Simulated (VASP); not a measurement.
# SiC, energy and pressure at two fixed cells: which settings are enough?

SiC, R3m (no. 160), 2 atoms in the cell. RevTPSS; PAW potentials Si, C (PBE set). VASP 6.6.1.

Wanted: energy difference within 1 meV/atom; pressure within 0.1 GPa; forces within 0.005 eV/Å; gap on the mesh within 0.01 eV.

Second cell: the given cell, volume scaled by 1.03.

The series start from ENCUT (eV): 520; k mesh: 7 x 7 x 7; PREC and ADDGRID: Accurate; LASPH: yes; LMAXTAU: 6; EDIFF (eV): 1e-7; ALGO and mixing: Normal; LREAL: no; GGA_COMPAT: no. Each series keeps the choices made before it, and each single choice may use up half of a tolerance. Times cover all steps of a run.

## ENCUT (eV)

| ENCUT (eV) | Energy difference (meV/atom) | Pressure (GPa) | Forces, largest deviation (eV/Å) | Gap on the mesh (eV) | Time (s) |
|---|---|---|---|---|---|
| 300 | -7.6 | -7.28 | 0.0022 | 1.293 | 11 |
| 350 | -6.4 | -2.86 | 0.0034 | 1.307 | 14 |
| 400 | -6.7 | -0.79 | 0.0009 | 1.296 | 13 |
| 450 | -6.4 | 0.06 | 0.0004 | 1.301 | 19 |
| 520 | -6.4 | 0.14 | 0.0003 | 1.301 | 24 |
| 600 | -6.4 | -0.02 | 0.0005 | 1.302 | 27 |
| 700 | -6.3 | -0.04 | 0.0005 | 1.302 | 28 |
| 800 | -6.3 | 0.05 | 0.0003 | 1.302 | 30 |
| 900 | -6.3 | 0.11 | 0.0001 | 1.303 | 40 |
| 1000 | -6.3 | 0.12 | 0.0001 | 1.303 | 40 |
| 1200 (reference) | -6.3 | 0.10 | 0.0000 | 1.303 | 53 |

Chosen: 900, the loosest value from which every tighter one stays within half of the tolerance.

## k mesh

| k mesh | Energy difference (meV/atom) | Pressure (GPa) | Forces, largest deviation (eV/Å) | Gap on the mesh (eV) | Time (s) |
|---|---|---|---|---|---|
| 4 x 4 x 4 | -7.1 | 0.52 | 0.0033 | 1.000 | 27 |
| 5 x 5 x 5 | -6.5 | 0.23 | 0.0013 | 1.527 | 26 |
| 7 x 7 x 7 | -6.3 | 0.11 | 0.0002 | 1.303 | 40 |
| 9 x 9 x 9 | -6.2 | 0.10 | 0.0000 | 1.206 | 63 |
| 12 x 12 x 12 (reference) | -6.2 | 0.09 | 0.0000 | 1.054 | 120 |

Chosen: 12 x 12 x 12; the next looser run is off by more than half of the tolerance, so convergence isn't shown beyond this value.

## PREC and ADDGRID

| PREC and ADDGRID | Energy difference (meV/atom) | Pressure (GPa) | Forces, largest deviation (eV/Å) | Gap on the mesh (eV) | Time (s) |
|---|---|---|---|---|---|
| Low | -6.2 | 0.10 | 0.0001 | 1.054 | 75 |
| Normal | -6.2 | 0.09 | 0.0000 | 1.054 | 114 |
| Accurate | -6.2 | 0.09 | 0.0000 | 1.054 | 120 |
| Accurate, ADDGRID (reference) | -6.2 | 0.09 | 0.0000 | 1.054 | 123 |

Chosen: Low.

## LASPH

| LASPH | Energy difference (meV/atom) | Pressure (GPa) | Forces, largest deviation (eV/Å) | Gap on the mesh (eV) | Time (s) |
|---|---|---|---|---|---|
| no | -6.3 | 0.10 | 0.0023 | 1.054 | 67 |
| yes (reference) | -6.2 | 0.10 | 0.0000 | 1.054 | 75 |

Chosen: no.

## LMAXTAU

| LMAXTAU | Energy difference (meV/atom) | Pressure (GPa) | Forces, largest deviation (eV/Å) | Gap on the mesh (eV) | Time (s) |
|---|---|---|---|---|---|
| 0 | -6.3 | 0.10 | 0.0000 | 1.054 | 69 |
| 2 | -6.3 | 0.10 | 0.0000 | 1.054 | 70 |
| 4 | -6.3 | 0.10 | 0.0000 | 1.054 | 70 |
| 6 | -6.3 | 0.10 | 0.0000 | 1.054 | 67 |
| 8 (reference) | -6.3 | 0.10 | 0.0000 | 1.054 | 70 |

Chosen: 0.

## EDIFF (eV)

| EDIFF (eV) | Energy difference (meV/atom) | Pressure (GPa) | Forces, largest deviation (eV/Å) | Gap on the mesh (eV) | Time (s) |
|---|---|---|---|---|---|
| 0.0001 | -12.9 | 0.00 | 0.0001 | 1.051 | 40 |
| 1e-5 | -6.3 | 0.01 | 0.0001 | 1.051 | 58 |
| 1e-6 | -6.3 | 0.09 | 0.0000 | 1.054 | 66 |
| 1e-7 | -6.3 | 0.10 | 0.0000 | 1.054 | 69 |
| 1e-8 (reference) | -6.3 | 0.11 | 0.0000 | 1.054 | 74 |

Chosen: 1e-6.

## ALGO and mixing

| ALGO and mixing | Energy difference (meV/atom) | Pressure (GPa) | Forces, largest deviation (eV/Å) | Gap on the mesh (eV) | Time (s) |
|---|---|---|---|---|---|
| Normal | -6.3 | 0.09 | 0.0000 | 1.054 | 66 |
| Fast | -6.3 | 0.11 | 0.0000 | 1.054 | 70 |
| All | -6.3 | 0.11 | 0.0000 | 1.054 | 39 |
| Damped, TIME 0.4 | -6.3 | 0.10 | 0.0001 | 1.054 | 54 |
| Normal, LMIXTAU off | -6.3 | 0.11 | 0.0000 | 1.054 | 35 |

Chosen: Normal, LMIXTAU off, the fastest of those that stay within half of the tolerance.

## LREAL

| LREAL | Energy difference (meV/atom) | Pressure (GPa) | Forces, largest deviation (eV/Å) | Gap on the mesh (eV) | Time (s) |
|---|---|---|---|---|---|
| no | -6.3 | 0.11 | 0.0000 | 1.054 | 35 |
| Auto | -1.6 | 0.86 | 0.0924 | 1.052 | 37 |

Chosen: no; no other choice that stays within half of the tolerance saves 30 % of the time.

## GGA_COMPAT

| GGA_COMPAT | Energy difference (meV/atom) | Pressure (GPa) | Forces, largest deviation (eV/Å) | Gap on the mesh (eV) | Time (s) |
|---|---|---|---|---|---|
| no | -6.3 | 0.11 | 0.0000 | 1.054 | 35 |
| yes | -6.3 | 0.11 | 0.0000 | 1.054 | 37 |

Chosen: no.

## All choices together

| Input | Energy difference (meV/atom) | Pressure (GPa) | Forces, largest deviation (eV/Å) | Gap on the mesh (eV) | Time (s) |
|---|---|---|---|---|---|
| program defaults, coarse mesh (naive) | -6.8 | -0.62 | 0.0028 | 1.521 | 3.1 |
| chosen settings | -6.3 | 0.11 | 0.0021 | 1.054 | 35 |
| reference settings throughout | -6.2 | 0.09 | 0.0000 | 1.054 | 206 |

The chosen settings stay within the tolerance of the reference run, but the reference itself isn't shown to be converged in: k mesh.

Values of the reference run: Forces: 0.6104, 0.6104, 0.6104, -0.6104, -0.6104, -0.6104 eV/Å.

## The input

INCAR:
```
SYSTEM = SiC
  ALGO = Normal
  EDIFF = 1E-6
  ENCUT = 900
  GGA_COMPAT = .False.
  ISIF = 2
  ISMEAR = 0
  KPAR = 4
  LASPH = .False.
  LCHARG = .False.
  LMAXTAU = 0
  LMIXTAU = .False.
  LREAL = .False.
  LWAVE = .False.
  METAGGA = RTPSS
  NBANDS = 11
  NELM = 150
  PREC = Low
  SIGMA = 0.02
```

KPOINTS:
```
Automatic mesh
0
Gamma
  12 12 12
  0 0 0
```

POSCAR.step1:
```
SiC
1.0
    0.0000000000      2.2005756606      2.2005756606
    2.2005756606      0.0000000000      2.2005756606
    2.2005756606      2.2005756606      0.0000000000
Si C
1 1
Direct
    0.0000000000      0.0000000000      0.0000000000
    0.7500000000      0.7500000000      0.7500000000
```

POSCAR.step2:
```
SiC
1.0
    0.0000000000      2.1790000000      2.1790000000
    2.1790000000      0.0000000000      2.1790000000
    2.1790000000      2.1790000000      0.0000000000
Si C
1 1
Direct
    0.0000000000      0.0000000000      0.0000000000
    0.7566240300      0.7566240300      0.7566240300
```

Commands (each step's output is kept before the next begins):
```
cat potpaw_PBE.64/Si/POTCAR potpaw_PBE.64/C/POTCAR > POTCAR
cp POSCAR.step1 POSCAR
mpirun -np 4 vasp_std > vasp.out
rm WAVECAR CHG
cp POSCAR.step2 POSCAR
mpirun -np 4 vasp_std > vasp.out
```

Limits: One atom is displaced by 0.05 Å on purpose; pressure, forces and gap belong to that cell (POSCAR.step2), and the energy difference is that of POSCAR.step1 less this one, displacement or strain included; LMAXTAU acts only with LASPH = .TRUE., so its series here tests nothing.

The chosen input took VASP 6.6.1 35 s on 4 cores (AMD EPYC 9R45 (Zen 5)), a shared host.

## An input that fails: few steps

The electronic loop stops at its limit of 5 steps.

Changes against the starting input:
```
- NELM = 150
+ NELM = 5
```
